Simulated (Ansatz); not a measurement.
Crystal: CdSe.

```
Cd Se
1.0
     0.00000    3.07027    3.07027
     3.07027    0.00000    3.07027
     3.07027    3.07027    0.00000
Cd Se
1 1
Direct
  0.00000 0.00000 0.00000
  0.25000 0.25000 0.25000
```

Measurements of this composition are mostly on another form, of space group No. 186.

```yaml
Program: Ansatz 0.2.0
Task: relaxation of cell and atoms
Functional: PBEsol
Dispersion: D4
Potentials_or_basis: all-electron LAPW, scalar-relativistic
Basis_error_allowed: 0.001 eV/atom
k_mesh: 8 × 8 × 8
Occupations: fermi-dirac, width 0.05 eV
Spin: no spin polarisation
```

At the start: volume 28.94 Å³/atom.

Task: Where does the relaxation end?

Result: Over 5 steps the energy falls by 10.6 meV/atom and the volume is 27.58 Å³/atom (-4.7 %); space group F-43m (No. 216, to 0.05 Å).

Step by step:
| step | energy change (eV) | largest force (eV/Å) | volume (Å³) |
| --- | --- | --- | --- |
| 1 | 0.0000 | 0.0000 | 57.88 |
| 2 | -0.0187 | 0.0000 | 54.29 |
| 3 | -0.0211 | 0.0000 | 55.24 |
| 4 | -0.0211 | 0.0000 | 55.16 |
| 5 | -0.0211 | 0.0000 | 55.16 |

Final structure:
```
Cd Se
1.0
     0.00000    3.02138    3.02138
     3.02138    0.00000    3.02138
     3.02138    3.02138    0.00000
Cd Se
1 1
Direct
  0.00000 0.00000 0.00000
  0.25000 0.25000 0.25000
```
